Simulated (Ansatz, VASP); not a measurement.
One calculation of KI, two programs

The input INCAR:

```
SYSTEM = KI
ALGO = Normal
EDIFF = 1E-7
ENCUT = 520
GGA = PE
ISIF = 2
ISMEAR = -1
LASPH = .TRUE.
LCHARG = .FALSE.
LREAL = .FALSE.
LWAVE = .FALSE.
NBANDS = 15
NELM = 100
PREC = Accurate
SIGMA = 0.05
```

KPOINTS

```
k-points
0
G
  7 7 7
  0 0 0
```

Contents of POSCAR:

```
KI
1.0
    0.0000000000      3.5327750000      3.5327750000
    3.5327750000      0.0000000000      3.5327750000
    3.5327750000      3.5327750000      0.0000000000
I K
1 1
Direct
    0.5000000000      0.5000000000      0.5000000000
    0.0000000000      0.0000000000      0.0000000000
```

Contents of input.yaml:

```yaml
crystal:
  lattice:
    - [0.0, 3.532775, 3.532775]
    - [3.532775, 0.0, 3.532775]
    - [3.532775, 3.532775, 0.0]
  atoms:
    - { symbol: I, position: [0.5, 0.5, 0.5] }
    - { symbol: K, position: [0.0, 0.0, 0.0] }
hamiltonian:
  xc: pbe
  pseudopotentials: { kind: paw }
kpoints:
  mp_grid: { grid: [7, 7, 7] }
  band_path:
    path:
      - [[0.0, 0.0, 0.0], [0.5, 0.0, 0.5], [0.5, 0.25, 0.75], [0.375, 0.375, 0.75], [0.0, 0.0, 0.0], [0.5, 0.5, 0.5], [0.625, 0.25, 0.625], [0.5, 0.25, 0.75], [0.5, 0.5, 0.5], [0.375, 0.375, 0.75]]
      - [[0.625, 0.25, 0.625], [0.5, 0.0, 0.5]]
    npoints: 14
scf:
  occupations: { method: fermi_dirac, width: 0.05 }
  n_extra_bands: 6
output:
  forces: true
  stress: true
  eigenvalues: true
  fatbands: false
```

Alike in both runs: functional PBE; k mesh 7 × 7 × 7; occupations fermi-dirac, width 0.05 eV; no spin polarisation.

|  | VASP | Ansatz |
| --- | --- | --- |
| version | VASP 6.6.1 | Ansatz 0.2.0 |
| potentials or method | VASP PAW PBE potentials, release 64 (I, K_sv) | Ansatz PAW |
| plane-wave cutoff (eV) | 520 | 420 |
| valence electrons in the cell | 16 | 26 |
| task | single point | band structure |

```csv
,VASP,Ansatz,Ansatz less VASP
gap on the k mesh at the Fermi level (eV),3.96,3.97,+0.004
least direct gap on the mesh (eV),3.96,3.97,+0.004
pressure (GPa),0.6,0.6,-0.03
```

The two sets of potentials don't hold the same shells in valence.

Caveats: spin-orbit coupling is left out, which moves the levels of the heavy elements; an odd mesh through Γ misses points on the zone boundary, where band edges often lie (VASP). PBE gaps usually lie below the measured ones, often by a third to a half.
